# Two optical frequencies of cubic HfO₂, estimated by hand

A phonon frequency at the wave vector zero, the Γ point, is the frequency at which atoms vibrate when every unit cell of the crystal does the same thing at the same moment. Here it comes from density functional theory in the local density approximation (LDA): the calculation finds the restoring forces for small displacements, divides them by the atomic masses and solves for the harmonic vibrations. The result is given in 1/cm, the unit of infrared and Raman spectra. A negative number would stand for an imaginary frequency, that is, a displacement that lowers the energy.

Harmonic phonons of cubic HfO₂ (Fm-3m, 3-atom cell) at the relaxed cell, computed with VASP 6.6.1 in the LDA with PAW potentials (Hf_pv, O_h) and no spin polarisation. The plane-wave cutoff is 980 eV, the k mesh 7×7×7 and the Gaussian smearing 0.1 eV. Phonon q row 1 is the Γ point, and imaginary frequencies are given as negative.

```tsv
row	phonon q row (row)	phonon frequency (cm⁻¹)
1	1	-0.2
2	1	-0.2
3	1	-0.2
4	1	260.5
5	1	260.5
6	1	260.5
7	1	606.3
8	1	606.3
9	1	606.3
```

## Nine rows, two numbers to explain

Three atoms with three directions each give nine modes, and the cubic symmetry gathers them in groups of three. In rows 1 to 3 the whole crystal shifts as one body. No bond changes its length, so the frequency is zero, and the −0.2 1/cm is numerical noise about that zero. What remains to be estimated is one lower value, 260.5 1/cm, and one upper value, 606.3 1/cm.

Symmetry fixes the two patterns of motion. In the Raman mode the hafnium atom rests while its two oxygen atoms move in opposite directions. In the infrared mode hafnium moves one way and both oxygen atoms move the other way. Which pattern belongs to which frequency follows from springs and charges together.

## The limit of springs alone

Suppose that the atoms carry no charge and that springs join only hafnium to its oxygen neighbours. Let k be the total spring that holds one oxygen atom in its cage of four hafnium atoms. In the Raman mode k pulls on the oxygen mass. In the infrared mode two such cages act together, with a spring of 2k, and the mass is the reduced mass of one hafnium against two oxygen atoms.

Now let hafnium become infinitely heavy. The reduced mass turns into that of two oxygen atoms, spring and mass are both doubled, and the two frequencies coincide. The real hafnium atom is heavy but finite, which places the infrared mode 9% above the Raman mode. The computed optical frequencies differ by a factor of 2.3, so the masses and the hafnium–oxygen springs alone do not account for the spectrum.

## What the charges add

Hafnium dioxide is strongly ionic, with formal charges of +4 on hafnium and −2 on oxygen. In the infrared mode positive and negative ions move apart, and every cell acquires an electric dipole pointing the same way. Together these dipoles produce a field at each ion that pushes it further along the path it has already taken. This field, known as the Lorentz field, works against the springs and softens the mode.

In the Raman mode the two oxygen ions carry equal charges in opposite directions. Their dipoles cancel, no such field arises, and the springs act at full strength. The charges therefore lower the infrared mode and leave the Raman mode where it was. That identifies row 4 as infrared and row 7 as Raman, in line with what is known of crystals with this structure.

## The rule

The spring k can be obtained from the bond length. At rest, the electrostatic attraction that pulls the crystal together is balanced by the repulsion between touching ions. For this structure and these charges the balance gives each bond a repulsive force of about 2.5 e²/r², where r is the Hf–O distance and e² is 14.4 eV Å.

The repulsion dies away roughly as exp(−r/ρ), with a range ρ of about 0.33 Å, a rough recalled value typical of ionic crystals. A force that decays over so short a distance changes steeply when the bond is stretched, and this steepness is the spring. Adding up the four bonds around an oxygen ion, with their sideways parts, gives three lines:

- spring on one oxygen: k = (10/3) · (r/ρ − 2) · e²/r³
- Raman mode: spring k, mass of one oxygen
- infrared mode: spring 2k − 4π√3 · e²/r³, reduced mass of hafnium against two oxygen

The subtracted term is the Lorentz field of the formal charges. With springs in eV/Å² and masses in atomic mass units, the frequency in 1/cm is about 520 · √(spring/mass).

## Row 7, the Raman mode

The bond length must be that of the cell in which the vibrations were computed. The relaxed cell vectors give 2.158 Å, shorter than the Hf–O contact in the starting structure. The rule also assumes that this cell is free of stress. Vanishing forces cannot show this, since symmetry makes them zero at any cell size, but the energy levels off over the last relaxation steps, as it should near the best volume. The steps are then:

- e²/r³ = 1.43 eV/Å²
- r/ρ − 2 = 4.5
- k = 21.7 eV/Å²
- frequency = 520 · √(21.7/16) ≈ 610 1/cm

The computed value is 606 1/cm. This agreement is no test of the rule, because ρ was settled with the computed frequency in view. A fairer measure is the spread over other reasonable choices: a range of 0.30 Å gives 649 1/cm and one of 0.35 Å gives 582 1/cm. Within this range of ρ, the Raman estimate thus stays within about 7% of the computed value in this crystal.

## Row 4, the infrared mode

The same spring now enters twice, and the charges take their share:

- springs: 2k = 43.4 eV/Å²
- softening by the charges: 31.2 eV/Å²
- net spring: 12.2 eV/Å²
- frequency = 520 · √(12.2/27) ≈ 350 1/cm

The computed value is 260.5 1/cm, so the estimate is about a third too high. It has the right order of modes and most of the effect, since the springs alone would have put this mode at 659 1/cm. As ρ had already been settled on row 7, this row is the real trial of the rule. The picture passes it, while the number is only a rough guide.

## Why one estimate holds and the other slips

The Raman frequency rests on a single term. An error of 10% in k shifts it by about 5%, because the frequency goes as the square root of the spring. The infrared frequency rests on the difference of two large terms that nearly cancel. Only 28% of the spring survives, so the same error in k weighs about three and a half times as much.

The choice of ρ shows this at once. Between 0.30 and 0.35 Å the infrared estimate runs from 430 down to 294 1/cm, and it stays above the computed value throughout. Knowing the Raman frequency exactly does not help either: with k taken straight from row 7, the infrared estimate is still 348 1/cm. To meet both computed values, the softening would have to be 17% stronger than the formal charges make it.

Two causes could explain this gap, and two frequencies cannot tell them apart. The ions may not behave as rigid formal charges, since their electron clouds shift and deform as the atoms move. Or neighbouring oxygen ions may repel each other noticeably. That would stiffen the Raman mode, in which they move against each other, but not the infrared mode, in which they move together, and a k read from the Raman mode would then be too large for the infrared one.

## What it means for a gate dielectric

Hafnium dioxide serves as a gate dielectric because its permittivity is high, and much of that permittivity comes from ions yielding to the applied field. The motion is that of the infrared mode. At fixed charge, the softer its net spring, the further the ions move and the larger the lattice part of the permittivity. The near-cancellation that spoils the hand estimate is thus the same one that raises the permittivity of the cubic crystal.

Within this simple spring model, the size of the effect follows from the two computed frequencies. Compared with the springs alone, with k taken from row 7, the softening raises the lattice response by a factor of 6.4. For the same reason the hand estimate is a poor basis for a permittivity: a frequency that is a third too high makes the lattice part too small by a factor of 1.8. A sound value needs a computed or measured infrared frequency, and also the effective charge that the moving ions carry. These figures hold for the perfect cubic crystal, whereas a deposited film may be amorphous or have another crystal structure.

## Carrying the rule to a neighbour

Cubic zirconium dioxide has the same structure, the same formal charges and nearly the same bond length. The metal atom rests in the Raman mode, so the lighter zirconium should leave that frequency almost unchanged. In the infrared mode the lower mass pushes the frequency up a little, but a slight change in the balance of spring and charge can easily outweigh it.

Calcium fluoride changes the charges instead. They are half as large, and since both attraction and softening go with the square of the charge, each shrinks to a quarter at equal bond length. The crystal is softer and its Raman frequency markedly lower, as is known. The comparison gives the order in which to think: charge and bond length first, then the mass of the lighter ion, and the mass of the metal last.

## Where the rule stops

The rule belongs to strongly ionic crystals of this structure. With strongly directional or metallic bonds, neither the formal charges nor a repulsion between spheres is a sound starting point. The accuracies quoted above come from one crystal and are no average over a class of materials.

A measured infrared spectrum calls for a second caution. The computed infrared mode is the transverse one, in which no large-scale electric field builds up. In a real polar crystal a longitudinal partner lies well above it, raised by just such a field. Electrons screen that field, and rigid ions have no such screening, so the rule should not be used for the longitudinal frequency. LDA also tends to make bonds slightly too short, which shifts the computed values themselves against experiment.

Finally, real frequencies at Γ do not make the cubic phase stable. The distortion that leads from cubic to tetragonal hafnium dioxide moves the oxygen atoms in opposite directions from one layer of cells to the next, and a vibration in which all cells move alike cannot contain it. Whether the perfect cubic crystal resists this distortion has to be judged from phonons at other wave vectors, above all at the X point on the zone boundary.
